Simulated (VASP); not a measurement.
# ZrB2 (P6/mmm) in VASP: band structure with PBE

Aim: the band structure of ZrB2 with PBE.

All numbers are computed with VASP 6.6.1; they aren't measurements. Logs are shortened: lines on timing, memory, paths and dates and some standing lists are left out, and cuts for length are marked.

### 1 The structure

Symmetry: P6/mmm, No. 191, hexagonal system. The conventional cell has a = 3.171 Å, b = 3.171 Å, c = 3.542 Å, α = 90.00°, β = 90.00°, γ = 120.00°. Zr (site symmetry 6/mmm) is surrounded by 12 B at 2.55 Å. Around B (site symmetry -6m2) lie 3 B at 1.83 Å.

### 2 Band structure, PBE

Contents of POSCAR:

```
ZrB2
1.0
    3.1710290000      0.0000000000      0.0000000000
   -1.5855150000      2.7461920000      0.0000000000
    0.0000000000      0.0000000000      3.5423340000
Zr B
1 2
Direct
    0.0000000000      0.0000000000      0.0000000000
    0.3333333000      0.6666667000      0.5000000000
    0.6666667000      0.3333333000      0.5000000000
```

Contents of INCAR.step1:

```
SYSTEM = ZrB2
PREC = Accurate ; ENCUT = 520
EDIFF = 1E-7 ; ISMEAR = 0
SIGMA = 0.1 ; LREAL = .False.
LASPH = .True. ; NELM = 60
ALGO = Normal ; ISIF = 2
LWAVE = .False. ; LCHARG = .True.
LMAXMIX = 4 ; GGA = PE
```

Contents of KPOINTS.step1:

```
Automatic mesh
0
Gamma
  15 15 12
  0 0 0
```

Contents of INCAR.step2:

```
SYSTEM = ZrB2
PREC = Accurate ; ENCUT = 520
EDIFF = 1E-7 ; ISMEAR = 0
SIGMA = 0.05 ; LREAL = .False.
LASPH = .True. ; NELM = 60
ALGO = Normal ; ISIF = 2
LWAVE = .False. ; LCHARG = .False.
LMAXMIX = 4 ; GGA = PE
ICHARG = 11
```

Contents of KPOINTS.step2:

```
path GMKGALHA,LM,KH
15
line-mode
reciprocal
 0.0000000000  0.0000000000  0.0000000000  G
 0.5000000000  0.0000000000  0.0000000000  M

 0.5000000000  0.0000000000  0.0000000000  M
 0.3333333333  0.3333333333  0.0000000000  K

 0.3333333333  0.3333333333  0.0000000000  K
 0.0000000000  0.0000000000  0.0000000000  G

 0.0000000000  0.0000000000  0.0000000000  G
 0.0000000000  0.0000000000  0.5000000000  A

 0.0000000000  0.0000000000  0.5000000000  A
 0.5000000000  0.0000000000  0.5000000000  L

 0.5000000000  0.0000000000  0.5000000000  L
 0.3333333333  0.3333333333  0.5000000000  H

 0.3333333333  0.3333333333  0.5000000000  H
 0.0000000000  0.0000000000  0.5000000000  A

 0.5000000000  0.0000000000  0.5000000000  L
 0.5000000000  0.0000000000  0.0000000000  M

 0.3333333333  0.3333333333  0.0000000000  K
 0.3333333333  0.3333333333  0.5000000000  H
```

Potentials or basis: VASP PAW PBE potentials, release 64 (Zr_sv, B).

Launch:

```console
cat potpaw_PBE.64/Zr_sv/POTCAR potpaw_PBE.64/B/POTCAR > POTCAR
cp INCAR.step1 INCAR
cp KPOINTS.step1 KPOINTS
mpirun -np 1 vasp_std > vasp.out
cp INCAR.step2 INCAR
cp KPOINTS.step2 KPOINTS
mpirun -np 1 vasp_std > vasp.out
```

OUTCAR:

```text
SYSTEM = ZrB2
   PREC = Accurate
   ENCUT = 520
   EDIFF = 1E-7
   ISMEAR = 0
   LREAL = .False.
   LASPH = .True.
   NELM = 60
   ISIF = 2
   GGA = PE
   ICHARG = 11

 ion  position               nearest neighbor table
   1  0.000  0.000  0.000-   3 2.55   3 2.55   2 2.55   2 2.55   2 2.55   3 2.55   2 2.55   3 2.55
                             3 2.55   3 2.55   2 2.55   2 2.55
   2  0.333  0.667  0.500-   3 1.83   3 1.83   3 1.83   1 2.55   1 2.55   1 2.55   1 2.55   1 2.55
                             1 2.55
   3  0.667  0.333  0.500-   2 1.83   2 1.83   2 1.83   1 2.55   1 2.55   1 2.55   1 2.55   1 2.55
                             1 2.55

  LATTYP: Found a hexagonal cell.
 ALAT       =     3.1710290000
 C/A-ratio  =     1.1170929058

  Lattice vectors:

 A1 = (   3.1710290000,   0.0000000000,   0.0000000000)
 A2 = (  -1.5855150000,   2.7461920000,   0.0000000000)
 A3 = (   0.0000000000,   0.0000000000,   3.5423340000)

Analysis of symmetry for initial positions (statically):
=====================================================================
 Subroutine PRICEL returns:
 Original cell was already a primitive cell.

 Routine SETGRP: Setting up the symmetry group for a
 hexagonal supercell.

 Subroutine GETGRP returns: Found 24 space group operations
 (whereof 24 operations were pure point group operations)
 out of a pool of 24 trial point group operations.

The static configuration has the point symmetry D_6h.

Analysis of symmetry for dynamics (positions and initial velocities):
=====================================================================
 Subroutine PRICEL returns:
 Original cell was already a primitive cell.

 Routine SETGRP: Setting up the symmetry group for a
 hexagonal supercell.

 Subroutine GETGRP returns: Found 24 space group operations
 (whereof 24 operations were pure point group operations)
 out of a pool of 24 trial point group operations.

The dynamic configuration has the point symmetry D_6h.

 Subroutine INISYM returns: Found 24 space group operations
 (whereof 24 operations are pure point group operations),
 and found     1 'primitive' translations

----------------------------------------------------------------------------------------

                                     Primitive cell

  volume of cell :      30.8475

  direct lattice vectors                    reciprocal lattice vectors
     3.171029000  0.000000000  0.000000000     0.315355047  0.182070357  0.000000000
    -1.585515000  2.746192000  0.000000000     0.000000000  0.364140599  0.000000000
[... 94 lines left out ...]
   EFERMI =   0.00;   METHOD = LEGACY
   ISMEAR =     0;   SIGMA  =   0.05  broadening in eV -4-tet -1-fermi 0-gaus
   EFERMI_NEDOS =   21; number of points for ismear=-14 and -15
   IALGO  =     38    algorithm
   IMIX   =      4    mixing-type and parameters
     AMIX     =   0.40;   BMIX     =  1.00
     AMIX_MAG =   1.60;   BMIX_MAG =  1.00
  volume/ion in A,a.u.               =      10.28        69.39
  Fermi-wavevector in a.u.,A,eV,Ry     =   1.368019  2.585181 25.462976  1.871476
  Thomas-Fermi vector in A             =   2.494020
   LORBIT       =      0    0 simple, 1 ext, 2 COOP (PROOUT), +10 PAW based schemes
   GGA     = PE    functional components
   LHFCALC =     F    Hartree Fock is set to
   AEXX    =    0.0000 exact exchange contribution
   IVDW    =     0    specifies the selected vdW correction
   LEPSILON=     F    determine dielectric tensor
   LRPA    =     F    only Hartree local field effects (RPA)
 non-spin polarized calculation
 Gauss-broadening in eV      SIGMA  =   0.05
  energy-cutoff  :      520.00
  volume of cell :       30.85
 maximum number of plane-waves:       852
 NGX is ok and might be reduce to    24

 number of electron      18.0000000 magnetization

 Free energy of the ion-electron system (eV)
  ---------------------------------------------------
  ext. energy  EPLUGINS =         0.00000000
  ---------------------------------------------------
  free energy    TOTEN  =       -24.05154419 eV

  energy without entropy =      -24.04951172  energy(sigma->0) =      -24.05052795

 E-fermi :  10.8422     XC(G=0): -12.4276

 val. band max:       10.8370749883   @ k =   0.0000   0.0000   0.5000
 cond. band min:      10.8571247538   @ k =   0.0000   0.0000   0.4643
 fundamental gap:      0.0200497654
 Fermi energy:        10.8422257262

 k-point     1 :       0.0000    0.0000    0.0000
  band No.  band energies     occupation
      1     -38.1565      2.00000
      2     -16.3437      2.00000
      3     -15.7890      2.00000
      4     -15.7890      2.00000
      5      -2.2288      2.00000
      6       7.8809      2.00000
      7       7.8809      2.00000
      8       7.9072      2.00000
      9       8.1203      2.00000
     10      13.8760      0.00000
     11      13.8760      0.00000
     12      14.6308      0.00000
     13      14.6308      0.00000
[... 354 lines left out ...]
  band No.  band energies     occupation
      1     -38.0325      2.00000
      2     -16.6202      2.00000
      3     -16.1958      2.00000
      4     -16.1582      2.00000
      5       2.1053      2.00000
      6       2.2150      2.00000
      7       5.0997      2.00000
      8       7.0666      2.00000
      9       9.6118      2.00000
     10      10.1220      2.00000
     11      13.3210      0.00000
     12      14.7106      0.00000
     13      16.6384      0.00000

 [... further k-points ...]

------------------------ aborting loop because EDIFF is reached ----------------------------------------

  FORCE on cell =-STRESS in cart. coord.  units (eV):
  Direction    XX          YY          ZZ          XY          YZ          ZX
  --------------------------------------------------------------------------------------
  -------------------------------------------------------------------------------------
  Total        0.5839921      0.5839922      1.1333184     -0.0000001      0.0000000      0.0000000
  in kB       30.3317121     30.3317193     58.8629360     -0.0000055      0.0000000      0.0000000
  external PRESSURE =      39.8421225 kB  Pullay stress =       0.0000000 kB

 VOLUME and BASIS-vectors are now :
 -----------------------------------------------------------------------------
  energy-cutoff  :      520.00
  volume of cell :       30.85
      direct lattice vectors                 reciprocal lattice vectors
     3.171029000  0.000000000  0.000000000     0.315355047  0.182070357  0.000000000
    -1.585515000  2.746192000  0.000000000     0.000000000  0.364140599  0.000000000
     0.000000000  0.000000000  3.542334000     0.000000000  0.000000000  0.282299749

 POSITION                                       TOTAL-FORCE (eV/Angst)
 -----------------------------------------------------------------------------------
      0.00000      0.00000      0.00000         0.000000      0.000000      0.000000
     -0.00000      1.83079      1.77117        -0.000000      0.000000      0.000000
      1.58551      0.91540      1.77117         0.000000      0.000000      0.000000
 -----------------------------------------------------------------------------------
    total drift:                                0.000000     -0.000000     -0.000000

  FREE ENERGIE OF THE ION-ELECTRON SYSTEM (eV)
  ---------------------------------------------------
  free  energy   TOTEN  =       -24.0515441906 eV

  energy  without entropy=      -24.0495117169  energy(sigma->0) =      -24.05052795
```

OUTCAR.step1:

```text
SYSTEM = ZrB2
   PREC = Accurate
   ENCUT = 520
   EDIFF = 1E-7
   ISMEAR = 0
   LREAL = .False.
   LASPH = .True.
   NELM = 60
[... 613 lines left out ...]
      0.00000      0.00000      0.00000        -0.000000      0.000000     -0.000000
     -0.00000      1.83079      1.77117         0.000000     -0.000000      0.000000
      1.58551      0.91540      1.77117        -0.000000      0.000000     -0.000000
 -----------------------------------------------------------------------------------
    total drift:                               -0.000000      0.000000     -0.000000

  FREE ENERGIE OF THE ION-ELECTRON SYSTEM (eV)
  ---------------------------------------------------
  free  energy   TOTEN  =       -24.9792646112 eV

  energy  without entropy=      -24.9781592692  energy(sigma->0) =      -24.97871194
```

It took 35 s on 1 thread of Intel Xeon 6975P-C (Granite Rapids), shared host; peak memory 0.2 GiB.

Results:

| Item | Value |
| --- | --- |
| Band gap along the path | none (metal or under the smearing width) |

Levels at the corners of the path, in eV from the Fermi level:
```csv
point,band 6,band 7,band 8,band 9,band 10,band 11,band 12,band 13
Γ,-2.60,-2.60,-2.58,-2.36,3.39,3.39,4.15,4.15
M,-8.51,-3.89,-3.05,-2.67,2.22,2.30,4.93,4.98
M,-8.51,-3.89,-3.05,-2.67,2.22,2.30,4.93,4.98
K,-7.77,-6.89,-2.45,-2.45,1.56,1.56,3.16,8.48
K,-7.77,-6.89,-2.45,-2.45,1.56,1.56,3.16,8.48
Γ,-2.60,-2.60,-2.58,-2.36,3.39,3.39,4.15,4.15
Γ,-2.60,-2.60,-2.58,-2.36,3.39,3.39,4.15,4.15
A,-6.95,-0.95,-0.95,0.35,0.35,0.78,0.78,1.79
A,-6.95,-0.95,-0.95,0.35,0.35,0.78,0.78,1.79
L,-7.00,-4.58,-4.11,-2.01,3.70,4.07,5.29,6.19
L,-7.00,-4.58,-4.11,-2.01,3.70,4.07,5.29,6.18
H,-8.73,-4.93,-2.67,-2.67,4.06,5.99,5.99,6.53
H,-8.73,-4.93,-2.67,-2.67,4.06,5.99,5.99,6.53
A,-6.95,-0.95,-0.95,0.35,0.35,0.78,0.78,1.79
L,-7.00,-4.58,-4.11,-2.01,3.70,4.07,5.29,6.18
M,-8.51,-3.89,-3.05,-2.67,2.22,2.30,4.93,4.98
K,-7.77,-6.89,-2.45,-2.45,1.56,1.56,3.16,8.48
H,-8.73,-4.93,-2.67,-2.67,4.06,5.99,5.99,6.53
```

Caveat: the log is that of the step along the path at fixed density, whose energy, stress, charges and moments have no meaning.
